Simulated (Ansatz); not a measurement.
# A defect in a wire: Pt wire along [110], 2 atoms a period, Au in place of one Pt

What does the defect do to the conductance?

Calculated with Ansatz 0.2.0; DFT PBE, plane waves, PAW; relaxation of a wire's period, in the first sound run; inputs show where later runs differ.

This is a report of a sequence of runs, with most program output left out.

### Step 1. Set-up

The cell holds 2 atoms: 2 Pt. Its edges and angles: a = 8.785 Å, b = 8.204 Å, c = 2.807 Å, α = 90.0°, β = 90.0°, γ = 90.0°. Vacuum lies along a and b. The structure's axis is c.

### Step 2. Relaxation of atoms and period

Band widths follow the bond lengths, so the wire is relaxed first. The atoms and the third cell vector are free; the box across stays fixed as vacuum. Moments are seeded so that a magnetic state can form if it lies lower. A Fermi-Dirac smearing is set since the result may be a metal. The pressure printed is a third of the stress's trace over the whole box, vacuum included; only the stress along the axis is relaxed.

The input, input.yaml:

```yaml
crystal:
  lattice:
    - [8.785, 0.0, 0.0]
    - [0.0, 8.204, 0.0]
    - [0.0, 0.0, 2.8072139213]
  atoms:
    - { symbol: Pt, position: [0.387023335, 0.414431984, 0.0], spin: 0.48 }
    - { symbol: Pt, position: [0.612976665, 0.585520107, 0.5], spin: 0.48 }
magnetization:
  spin_polarized: true
kpoints:
  mp_grid: { grid: [1, 1, 29] }
scf:
  occupations: { method: fermi_dirac, width: 0.05 }
hamiltonian:
  xc: pbe
relax:
  cell: { fix: [a, b, alpha, beta, gamma] }
  max_steps: 60
```

Run with:

```sh
$ ansatz run input.yaml --threads 4 --pin off --max-ram 16384MiB --backend cpu --events-out ev --progress --plain --runs-dir out
```

Run time: 27 s. Hardware: 4 threads of Arm Neoverse V1, shared host; peak memory 0.49 GiB.

Step by step:

```tsv
step	energy less that of the first step (eV)	largest force component (eV/Å)	pressure (GPa)	volume (Å³)
1	0.0000	1.5248	-3.74	202.32
2	-0.5181	1.6076	0.90	192.28
3	-0.7780	0.2523	-1.25	184.79
4	-0.8126	0.3394	0.11	176.04
5	-0.8364	0.1459	0.19	178.65
6	-0.8380	0.0087	-0.04	178.78
7*	-0.8348	0.0081	-0.04	178.78
```

Relaxation steps marked * repeat the geometry before them on a plane-wave basis chosen anew for their cell, so energy and pressure can jump there.

The run keeps the 4 symmetry operations that it works with, so distortions that break them were not tested.

```tsv
cell as run	before	after	change
c (Å)	2.807	2.481	-11.6 %
```

The atoms that moved most (Å, along periodic axes as changes of fractional coordinates times the final cell, across vacuum about the mean position):

```tsv
atom	dx	dy	dz	length
Pt1	0.040	0.032	0.000	0.051
Pt2	-0.040	-0.032	0.000	0.051
```

The relaxed structure:

```xyz
2
Lattice="8.7850 0.0000 0.0000 0.0000 8.2040 0.0000 0.0000 0.0000 2.4805" Properties=species:S:1:pos:R:3
Pt    3.4396    3.4321    0.0000
Pt    5.3454    4.7715    1.2403
```

Numbers from this step:

| Property | Result |
| --- | --- |
| energy at zero smearing | -25042.2050 eV |
| cell length along the wire | 2.481 Å |

The cell's length comes to 2.481 Å with no moment.

### Step 3. Bands of the perfect wire

This step: DFT PBE, plane waves, PAW; channels and complex bands of a perfect wire (Ansatz 0.2.0).

At the relaxed period the Bloch states of the perfect wire are found at each energy: those that move forward count the open channels, and those that decay describe how a disturbance dies away inside the wire itself. An energy step of 0.035 eV is under the 0.039 eV that the program asks for its thermal average at 300 K.

The input, input.yaml:

```yaml
crystal:
  lattice:
    - [8.785, 0.0, 0.0]
    - [0.0, 8.204, 0.0]
    - [0.0, 0.0, 2.4805453072]
  atoms:
    - { symbol: Pt, position: [0.391533474, 0.418348974, 0.0] }
    - { symbol: Pt, position: [0.608466526, 0.581603117, 0.5] }
kpoints:
  mp_grid: { grid: [1, 1, 33] }
scf:
  occupations: { method: fermi_dirac, width: 0.05 }
hamiltonian:
  xc: pbe
output:
  transmission:
    e_range: [-1.26, 1.26]
    de: 0.035
    kmesh: [1, 1]
    reduced_basis: true
    leads: [[0, 0]]
basis:
  ecutwfc: "350 eV"
```

Elapsed: 22 s, on 4 threads; peak memory 0.55 GiB.

This step gave:

```
energy at zero smearing                                  : -25042.1792 eV
channels at the energy nearest the Fermi level, one spin : 7
conductance of the lead as this run defines it           : 6.834 G₀
band gap                                                 : 0 eV
```

Table of open channels of the lead, one spin by energy, zero at the Fermi level:

```tsv
energy (eV)	open channels of the lead, one spin
-1.190	7
-1.085	7
-1.015	6
-0.910	8
-0.805	9
-0.700	8
-0.595	8
-0.490	8
-0.385	6
-0.315	6
-0.210	6
-0.105	7
0.000	7
0.105	5
0.210	5
0.315	4
0.385	4
0.490	4
0.595	4
0.700	3
0.805	3
0.910	3
1.015	3
1.085	2
1.190	2
```

The slowest values at each energy, most degenerate partners merged, listed up to 1.5 1/Å. The Im kz of the slowest decaying states by energy, zero at the Fermi level:

```tsv
energy (eV)	decay 1 (Å⁻¹)	decay 2 (Å⁻¹)	decay 3 (Å⁻¹)	decay 4 (Å⁻¹)
-1.190	0.182	0.324	0.787	1.10
-1.085	0.145	0.167	0.733	1.09
-1.015	0.0405	0.116	0.690	1.08
-0.910	0.0525	0.611	1.06	1.25
-0.805	0.0675	0.493	1.05	1.24
-0.700	0.0883	0.309	1.03	1.23
-0.595	0.0979	0.313	1.02	1.21
-0.490	0.0998	0.290	1.00	1.20
-0.385	0.0940	0.150	0.227	0.990
-0.315	0.0851	0.239	0.253	0.980
-0.210	0.0592	0.327	0.395	0.966
-0.105	0.391	0.477	0.951	1.16
0.000	0.442	0.537	0.937	1.15
0.105	0.0807	0.485	0.586	0.924
0.210	0.149	0.523	0.627	0.911
0.315	0.0338	0.194	0.556	0.662
0.385	0.102	0.218	0.576	0.683
0.490	0.153	0.249	0.603	0.712
0.595	0.188	0.275	0.628	0.737
0.700	0.0683	0.216	0.299	0.651
0.805	0.104	0.238	0.321	0.672
0.910	0.127	0.258	0.341	0.691
1.015	0.145	0.275	0.360	0.709
1.085	0.0530	0.154	0.285	0.371
1.190	0.0865	0.166	0.299	0.388
```

By hand: the program gives 7.3472 × 10^14 S/m² over the cell's cross-section of 72.07 Å² = 7.207 × 10^-19 m², so one cell conducts 5.295 × 10^-4 S. Divided by G0 = 2e²/h = 7.748 × 10^-5 S this is 6.83 G0, a resistance of 1.89 kΩ.

At the computed energy nearest the Fermi level there are 7 channels a spin, and the thermal average gives 6.83 G₀.

### Step 4. Relaxing the junction

This step: DFT PBE, plane waves, PAW; relaxation of a junction in a wire, ends held (Ansatz 0.2.0).

System of this step: Pt wire along [110], 2 atoms a period, Au in place of one Pt. The cell holds 18 atoms: 17 Pt and 1 Au. Its edges and angles: a = 8.785 Å, b = 8.204 Å, c = 22.325 Å, α = 90.0°, β = 90.0°, γ = 90.0°. Regions: held atoms, 12 atoms (12 Pt); free atoms, 6 atoms (5 Pt and 1 Au). Vacuum lies along a and b. The structure's axis is c.

6 atoms at the defect are free to relax, while 12 stay where the perfect wire has them, so that the ends still repeat as a lead. The cutoff is set under the files' recommended one to save time.

The input, input.yaml:

```yaml
crystal:
  lattice:
    - [8.785, 0.0, 0.0]
    - [0.0, 8.204, 0.0]
    - [0.0, 0.0, 22.3249077647]
  atoms:
    - { symbol: Pt, position: [0.391533474, 0.418348974, 0.0] }
    - { symbol: Pt, position: [0.608466526, 0.581603117, 0.055555556] }
    - { symbol: Pt, position: [0.391533474, 0.418348974, 0.111111111] }
    - { symbol: Pt, position: [0.608466526, 0.581603117, 0.166666667] }
    - { symbol: Pt, position: [0.391533474, 0.418348974, 0.222222222] }
    - { symbol: Pt, position: [0.608466526, 0.581603117, 0.277777778] }
    - { symbol: Pt, position: [0.391533474, 0.418348974, 0.333333333] }
    - { symbol: Pt, position: [0.608466526, 0.581603117, 0.388888889] }
    - { symbol: Pt, position: [0.391533474, 0.418348974, 0.444444444] }
    - { symbol: Au, position: [0.608466526, 0.581603117, 0.5], spin: 0.3 }
    - { symbol: Pt, position: [0.391533474, 0.418348974, 0.555555556] }
    - { symbol: Pt, position: [0.608466526, 0.581603117, 0.611111111] }
    - { symbol: Pt, position: [0.391533474, 0.418348974, 0.666666667] }
    - { symbol: Pt, position: [0.608466526, 0.581603117, 0.722222222] }
    - { symbol: Pt, position: [0.391533474, 0.418348974, 0.777777778] }
    - { symbol: Pt, position: [0.608466526, 0.581603117, 0.833333333] }
    - { symbol: Pt, position: [0.391533474, 0.418348974, 0.888888889] }
    - { symbol: Pt, position: [0.608466526, 0.581603117, 0.944444444] }
magnetization:
  spin_polarized: true
kpoints:
  mp_grid: { grid: [1, 1, 2] }
scf:
  occupations: { method: fermi_dirac, width: 0.1 }
hamiltonian:
  xc: pbe
relax:
  constraints: [{ sites: [0, 1, 2, 3, 4, 5, 12, 13, 14, 15, 16, 17] }]
  f_tol: 0.06
  max_steps: 35
basis:
  ecutwfc: "350 eV"
```

Run time: 4.4 min. Hardware: 4 threads; peak memory 3.4 GiB.

Relaxation path:

```tsv
step	energy less that of the first step (eV)	largest force component (eV/Å)
1	0.0000	1.0306
2	-0.1074	0.5740
3	-0.1335	0.1051
4	-0.1396	0.0749
5	-0.1992	0.2601
6	-0.3693	0.3501
7	-0.4873	0.3172
8	-0.5669	0.1840
9	-0.6905	0.2829
10	-0.8141	0.3341
11	-0.8987	0.3763
12	-0.9700	0.1399
13	-0.9978	0.1084
14	-1.0075	0.0596
```

The atoms that moved most (Å):

```tsv
atom	dx	dy	dz	length
Pt12	0.410	-0.902	0.171	1.006
Pt8	0.532	-0.592	-0.051	0.797
Pt7	0.511	-0.513	-0.044	0.726
Pt11	0.394	-0.498	-0.057	0.637
Au10	0.431	-0.228	0.101	0.498
Pt9	0.259	0.065	-0.059	0.274
```

Numbers from this step:

* energy at zero smearing: -226007.4858 eV

The largest force component on a free atom ends at 0.060 eV/Å, under the limit of 0.06. Au ends nearest to Pt at 2.64 Å, Pt at 2.66 Å, Pt at 2.71 Å and Pt at 2.75 Å. 4 atoms of the wire itself, hydrogen apart, moved by over 0.45 Å, up to 1.01 Å.

### Step 5. Transmission

This step: DFT PBE, plane waves, PAW; transmission of a junction in a wire (Ansatz 0.2.0).

The cell is now read as a scatterer between two semi-infinite leads, named by two sites one period apart. The scattering states in its self-consistent potential are matched to the leads' states at each energy. One point across is taken, as for a wire in vacuum.

The input, input.yaml:

```yaml
crystal:
  lattice:
    - [8.785, 0.0, 0.0]
    - [0.0, 8.204, 0.0]
    - [0.0, 0.0, 22.3249077647]
  atoms:
    - { symbol: Pt, position: [0.391533474, 0.418348974, 0.0] }
    - { symbol: Pt, position: [0.608466526, 0.581603117, 0.055555556] }
    - { symbol: Pt, position: [0.391533474, 0.418348974, 0.111111111] }
    - { symbol: Pt, position: [0.608466526, 0.581603117, 0.166666667] }
    - { symbol: Pt, position: [0.391533474, 0.418348974, 0.222222222] }
    - { symbol: Pt, position: [0.608466526, 0.581603117, 0.277777778] }
    - { symbol: Pt, position: [0.4497287554, 0.3558179249, 0.3313637756] }
    - { symbol: Pt, position: [0.6690600099, 0.5095017797, 0.3866154513] }
    - { symbol: Pt, position: [0.421065784, 0.4263208103, 0.441790831] }
    - { symbol: Au, position: [0.657521776, 0.5538383909, 0.5045250244] }
    - { symbol: Pt, position: [0.4363266808, 0.3576942648, 0.5529872588] }
    - { symbol: Pt, position: [0.655148574, 0.4716306248, 0.6187595094] }
    - { symbol: Pt, position: [0.391533474, 0.418348974, 0.666666667] }
    - { symbol: Pt, position: [0.608466526, 0.581603117, 0.722222222] }
    - { symbol: Pt, position: [0.391533474, 0.418348974, 0.777777778] }
    - { symbol: Pt, position: [0.608466526, 0.581603117, 0.833333333] }
    - { symbol: Pt, position: [0.391533474, 0.418348974, 0.888888889] }
    - { symbol: Pt, position: [0.608466526, 0.581603117, 0.944444444] }
kpoints:
  mp_grid: { grid: [1, 1, 4] }
scf:
  occupations: { method: fermi_dirac, width: 0.05 }
hamiltonian:
  xc: pbe
output:
  transmission:
    e_range: [-1.26, 1.26]
    de: 0.035
    kmesh: [1, 1]
    reduced_basis: true
    leads: [[16, 0]]
  dos: { projected: true, e_range: [-4, 3] }
  write_potential: true
  write_density: true
  volumetric_format: npy
  elf: true
basis:
  ecutwfc: "350 eV"
```

Run time: 99 s. Hardware: 4 threads; peak memory 2.7 GiB; 6 min of CPU time.

Numbers from this step:

```yaml
energy_at_zero_smearing: -226007.4836 eV
transmission_at_the_energy_nearest_the_fermi_level_one_spin: 3.532
step_of_the_lead_s_hamiltonian: 22.2 meV
conductance_of_the_junction: 3.490 G₀
```

Transmission, one spin against energy, zero at the Fermi level:

energy (eV), transmission, one spin and a bar from the least value:
```
    -1.26       3.25 ########################
    -1.16       3.49 ############################
    -1.08       3.62 ##############################
    -1.01       3.58 #############################
    -0.98       3.61 ##############################
    -0.91       3.57 #############################
    -0.77       3.05 ####################
    -0.67       2.83 ################
    -0.53       2.31 #######
    -0.42       1.98 ##
    -0.32       2.53 ###########
    -0.17       2.66 #############
    -0.07       3.49 ############################
     0.00       3.53 #############################
     0.07       3.37 ##########################
     0.17       2.97 ###################
     0.32       2.50 ###########
     0.42       2.35 ########
     0.53       2.23 ######
     0.67       2.08 ###
     0.77       2.04 ###
     0.91       1.96 #
     1.01       1.91 
     1.16       1.89 
     1.26       1.88
```

The open channels of the lead, one spin by energy, zero at the Fermi level:

(Unchanged from step 3.)

Projected DOS an atom over height of the atomic layer and energy from the Fermi level.  broadened by a Gaussian of 0.15 eV, since few k-points sample the long cell.

Ten even steps from '0' (0.22 states/eV) to '9' (4.74 states/eV), each cell a mean:
```
000000000000000000
000000000000000000
000000000000000000
111110001000011111
122221222011212121
333333333033333333
445444343143444444
778676575166656777
988988898299978988
877787687298888877
555465456274465556
443444446253334344
332323444333333232
222222333423332222
111122222822211111
111122222722111111
333322221412232233
332333322523333233
212233333833332222
333433223822233333
222211111301122232
000000000000000000
```
Columns: height of the atomic layer (Å) from 0 to 21.1 (not evenly spaced); rows upwards: energy from the Fermi level (eV) from -3.98 to 1.47.

ELF in the cb plane at fractional x = 0.655, with atoms of Pt and Au within 0.2 Å of it. It is the smooth field of the valence electrons, not physical close to the nuclei.

Ten even steps from '0' (0.00) to '9' (0.75), each cell a mean:
```
00000000000000000000000000000000000000000000
00000000000000000000000000000000000000000000
00000000000000000000000000000000000000000000
01111110001110000000000111000000000111110111
22222222112221111110001222100000001122221222
33333333222332222221112333211011111233333333
44444444334432334432223444321222222345434434
44577544457743445544334666432344433367644446
44788644578853456764335787533455444478864458
44788644578854468885436898534577644578864457
44577534467644479985335787534688854457754346
33455433455433368884334666433799863445543335
22344322234332346753223444323588853334432224
11222111122222234442112232222357642222211112
00011000001112223331101111112244432111000001
00000000000011111211000000111223321000000000
00000000000011110000000000011112110000000000
00000000000011000000000000000000000000000000
00000000000000000000000000000000000000000000
00000000000000000000000000000000000000000000
00000000000000000000000000000000000000000000
00000000000000000000000000000000000000000000
```
Columns run along c (16.0 Å, from fractional 0.11 to 0.83 of the cell), rows up along b (8.2 Å). Atoms in or near the plane, at fractional coordinates: Pt at (0.39, 0.51), Au at (0.50, 0.55), Pt at (0.62, 0.47).

Valence density in the cb plane at fractional x = 0.655, with atoms of Pt and Au within 0.2 Å of it. It is the smooth field of the valence electrons, not physical close to the nuclei.

Ten steps, logarithmic in the rise over the least value, from '0' (0 e/Å³) to '9' (14 e/Å³), each cell a mean:
```
00000000000000000000000000000000000000000000
00000000000000000000000000000000000000000000
00000000000000000000000000000000000000000000
00000000000000000000000000000000000000000000
00000000000000000000000000000000000000000000
11111110111110000000000111000000000111111111
12344321234321111110011232110000001234322123
23576532467642223321124665311111112367643246
34788643578863346653236898532233323578863357
34788633578863468875337999633467643578863357
23566532367643479985336898633689853457643246
12333211233322368875224676424799863234321123
01111100111111246653112333223688752111110011
00000000000001123321101111112356531100000000
00000000000000111110000000001123210000000000
00000000000000000000000000000011100000000000
00000000000000000000000000000000000000000000
00000000000000000000000000000000000000000000
00000000000000000000000000000000000000000000
00000000000000000000000000000000000000000000
00000000000000000000000000000000000000000000
00000000000000000000000000000000000000000000
```
Columns run along c (16.0 Å, from fractional 0.11 to 0.83 of the cell), rows up along b (8.2 Å). Atoms in or near the plane, at fractional coordinates: Pt at (0.39, 0.51), Au at (0.50, 0.55), Pt at (0.62, 0.47).

[end of part 1 of 2]

[Logs are printed without paths, hosts, clocks, repeated set-up lines and the standing remarks that a program may print on its own settings, such as how far it seeks lower states.]

[Hosts, paths, dates, database ids (printed as entryN), source tags and the programs' standing remarks are cut or masked in the printed files.]
